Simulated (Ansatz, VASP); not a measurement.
**One calculation of MgO, two programs**

```
Mg O
1.0
     2.98209    0.00000    0.00000
    -1.49105    2.58257    0.00000
     0.00000    0.00000    2.63948
Mg O
1 1
Direct
  0.00000 0.00000 0.00000
  0.33333 0.66667 0.50000
```

Change from the starting cell: strain +0.015 along x and y, -0.015 along z, atoms carried along.

Alike in both runs: task single point; functional PBE; k mesh 9 × 9 × 8; occupations gaussian, width 0.05 eV; no spin polarisation.

|  | VASP | Ansatz |
| --- | --- | --- |
| version | VASP 6.6.1 | Ansatz 0.2.0 |
| potentials or method | VASP PAW PBE potentials, release 64 (Mg, O) | scalar-relativistic, plane waves, PAW |
| plane-wave cutoff (eV) | 520 | 420 |
| valence electrons in the cell | 8 | 16 |

VASP gave:

- gap on the k mesh at the Fermi level (eV): 2.70
- least direct gap on the mesh (eV): 3.05
- pressure (GPa): -1.9
- largest component of the traceless stress (GPa): 10.07

Problem. What did Ansatz give for the same quantities?

Solution. gap on the k mesh at the Fermi level (eV): 2.73; least direct gap on the mesh (eV): 3.07; pressure (GPa): -1.2; largest component of the traceless stress (GPa): 10.10.

The functional is the same, so the differences come from potentials, cutoffs and numerics. The two sets of potentials don't hold the same shells in valence.

Caveats: an odd mesh through Γ misses points on the zone boundary, where band edges often lie.
